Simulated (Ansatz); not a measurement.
CsCl:
```
CsCl
1.0
    3.96942     0.00000     0.00000
    0.00000     3.96942     0.00000
    0.00000     0.00000     3.96942
Cs Cl
1 1
Direct
  0.00000   0.00000   0.00000
  0.50000   0.50000   0.50000
```

x, y and z are the axes in which the lattice vectors are written.

Q: Give the high-frequency dielectric tensor and the Born effective charge tensors of the independent atoms from DFPT, LDA (plane waves, PAW; program Ansatz).

A: 
ε∞:
```
3.16  0.00  0.00
0.00  3.16  0.00
0.00  0.00  3.16
```
Z* of atom 1 (Cs), rows: field, columns: displacement, in e:
```
1.35  0.00  0.00
0.00  1.35  0.00
0.00  0.00  1.35
```
Z* of atom 2 (Cl), rows: field, columns: displacement, in e:
```
-1.35   0.00   0.00
 0.00  -1.35   0.00
 0.00   0.00  -1.35
```

Space group Pm-3m (CsCl type). The LDA relaxation kept the symmetry of its start. Scalar-relativistic: spin–orbit coupling is off unless named, which matters more the heavier the elements.

Potentials: the later of the program's two PAW sets.
